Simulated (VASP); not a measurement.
Method: PBEsol GGA, VASP's PBE PAW potentials (set 64) (plane waves; VASP 6.6.1).

A VASP calculation is set up with these files.

File KPOINTS:
```
Automatic mesh
0
Gamma
8 8 8
0 0 0
```

**INCAR**
```
ALGO=Normal
EDIFF=1E-6
EDIFFG=-0.02
ENCUT=620
GGA=PS
IBRION=2
ISIF=3
ISMEAR=0
LASPH=.True.
LCHARG=.False.
LREAL=.False.
LWAVE=.False.
NELM=100
NSW=40
PREC=Accurate
PSTRESS=450
SIGMA=0.05
SYSTEM=CaF2
```

### POSCAR
```
CaF2
1
   -0.0000000000     2.4753148962     2.4753148962
    2.4753148962    -0.0000000000     2.4753148962
    2.4753148962     2.4753148962    -0.0000000000
Ca F
1 2
Direct
  0.0000000000   1.0000000000   0.0000000000
  0.2500000000   0.2500000000   0.2500000000
  0.7500000000   0.7500000000   0.7500000000
```

POTCAR, in this order: Ca_sv F (PBE.64 set). Program: vasp_std.

The resulting files:

**OUTCAR**
```
 ion  position               nearest neighbor table
   1  0.000  0.000  0.000-   3 2.14   3 2.14   3 2.14   2 2.14   2 2.14   2 2.14   3 2.14   2 2.14
  LATTYP: Found a face centered cubic cell.
 ALAT       =     4.9506297924
 Subroutine PRICEL returns:
 Original cell was already a primitive cell.
 Subroutine GETGRP returns: Found 48 space group operations
The static configuration has the point symmetry O_h .
The dynamic configuration has the point symmetry O_h .
 Subroutine INISYM returns: Found 48 space group operations
 Subroutine IBZKPT returns following result:
 Found     29 irreducible k-points:

 Following reciprocal coordinates:
            Coordinates               Weight
  0.000000  0.000000  0.000000      1.000000
  0.125000  0.000000  0.000000      8.000000
  0.250000  0.000000  0.000000      8.000000
  0.375000  0.000000  0.000000      8.000000
  0.500000  0.000000  0.000000      4.000000
  0.125000  0.125000  0.000000      6.000000
  0.250000  0.125000  0.000000     24.000000
  0.375000  0.125000  0.000000     24.000000
  0.500000  0.125000  0.000000     24.000000
 -0.375000  0.125000  0.000000     24.000000
...
```

OSZICAR:
```
       N       E                     dE             d eps       ncg     rms          rms(c)
DAV:   1     0.252081714882E+03    0.25208E+03   -0.16112E+04   928   0.183E+03
DAV:   2    -0.747195465108E+01   -0.25955E+03   -0.25512E+03  1168   0.440E+02
DAV:   3    -0.176033999836E+02   -0.10131E+02   -0.10123E+02  1000   0.979E+01
DAV:   4    -0.180161496148E+02   -0.41275E+00   -0.41264E+00  1584   0.149E+01
DAV:   5    -0.180199742486E+02   -0.38246E-02   -0.38246E-02  1008   0.146E+00    0.754E+00
DAV:   6    -0.168528771549E+02    0.11671E+01   -0.52218E+00   928   0.189E+01    0.286E+00
DAV:   7    -0.168264345348E+02    0.26443E-01   -0.18706E-01  1160   0.397E+00    0.157E+00
DAV:   8    -0.168265586332E+02   -0.12410E-03   -0.30486E-02  1184   0.233E+00    0.192E-01
DAV:   9    -0.168283944491E+02   -0.18358E-02   -0.54676E-03  1136   0.730E-01    0.111E-01
DAV:  10    -0.168287944090E+02   -0.39996E-03   -0.70694E-04  1320   0.241E-01    0.543E-02
DAV:  11    -0.168288208115E+02   -0.26402E-04   -0.19303E-04   952   0.150E-01    0.692E-03
DAV:  12    -0.168288238784E+02   -0.30669E-05   -0.14266E-05  1464   0.332E-02    0.441E-03
DAV:  13    -0.168288238061E+02    0.72291E-07   -0.85054E-07   800   0.114E-02
   1 F= -.83091436E+01 E0= -.83091436E+01  d E =-.830914E+01
```

**OUTCAR**
```
------------------------ aborting loop because EDIFF is reached ----------------------------------------
  FORCE on cell =-STRESS in cart. coord.  units (eV):
  Direction    XX          YY          ZZ          XY          YZ          ZX
  --------------------------------------------------------------------------------------
  Total        8.5286880      8.5286880      8.5286880      0.0000000      0.0000000      0.0000000
  in kB      450.4757830    450.4757830    450.4757830      0.0000000      0.0000000      0.0000000
  external PRESSURE =       0.4757830 kB  Pullay stress =     450.0000000 kB
  volume of cell :       30.33
      direct lattice vectors                 reciprocal lattice vectors
     0.000000000  2.475314896  2.475314896    -0.201994502  0.201994502  0.201994502
     2.475314896  0.000000000  2.475314896     0.201994502 -0.201994502  0.201994502
     2.475314896  2.475314896  0.000000000     0.201994502  0.201994502 -0.201994502
 POSITION                                       TOTAL-FORCE (eV/Angst)
 -----------------------------------------------------------------------------------
      0.00000      0.00000      0.00000         0.000000     -0.000000     -0.000000
      1.23766      1.23766      1.23766         0.000000      0.000000      0.000000
      3.71297      3.71297      3.71297        -0.000000     -0.000000     -0.000000
 -----------------------------------------------------------------------------------
    total drift:                                0.000000      0.000000      0.000000
  FREE ENERGIE OF THE ION-ELECTRON SYSTEM (eV)
  ---------------------------------------------------
  free  energy   TOTEN  =       -16.8288238061 eV

  energy  without entropy=      -16.8288238061  energy(sigma->0) =      -16.82882381
  enthalpy is  TOTEN    =        -8.3091436047 eV   P V=        8.5196802014

 reached required accuracy - stopping structural energy minimisation
```
(Selected blocks of OUTCAR.)

**OUTCAR**
```
 val. band max:        0.8051633957   @ k =   0.5000   0.5000   0.0000

 cond. band min:       9.5328958429   @ k =   0.5000   0.5000   0.0000


 Fermi energy:         1.0294150733

 k-point     1 :       0.0000    0.0000    0.0000
  band No.  band energies     occupation
      1     -33.8203      2.00000
      2     -19.7929      2.00000
      3     -18.5268      2.00000
      4     -14.7568      2.00000
      5     -14.7568      2.00000
      6     -14.7568      2.00000
      7      -2.4945      2.00000
      8      -2.4945      2.00000
      9      -2.4945      2.00000
     10       0.5128      2.00000
     11       0.5128      2.00000
     12       0.5128      2.00000
     13       9.7723      0.00000
     14      10.9092      0.00000
     15      10.9092      0.00000
     16      14.5513      0.00000

 k-point     2 :       0.1250    0.0000    0.0000
  band No.  band energies     occupation
      1     -33.7954      2.00000
      2     -19.8935      2.00000
      3     -18.6124      2.00000
      4     -14.7793      2.00000
      5     -14.7793      2.00000
      6     -14.6338      2.00000
      7      -2.3756      2.00000
      8      -2.3756      2.00000
      9      -2.2267      2.00000
     10       0.2631      2.00000
     11       0.4068      2.00000
     12       0.4068      2.00000
     13      10.2217      0.00000
     14      10.9908      0.00000
     15      10.9908      0.00000
     16      14.3073      0.00000

 k-point     3 :       0.2500    0.0000    0.0000
  band No.  band energies     occupation
      1     -33.7345      2.00000
      2     -20.0877      2.00000
      3     -18.8743      2.00000
      4     -14.8327      2.00000
      5     -14.8327      2.00000
      6     -14.3086      2.00000
      7      -2.0798      2.00000
      8      -2.0798      2.00000
      9      -1.6040      2.00000
     10      -0.2575      2.00000
     11       0.1587      2.00000
     12       0.1587      2.00000
     13      11.0932      0.00000
...
```

The compound is CaF2 in the fluorite structure. It was relaxed first under an external pressure of 45 GPa.
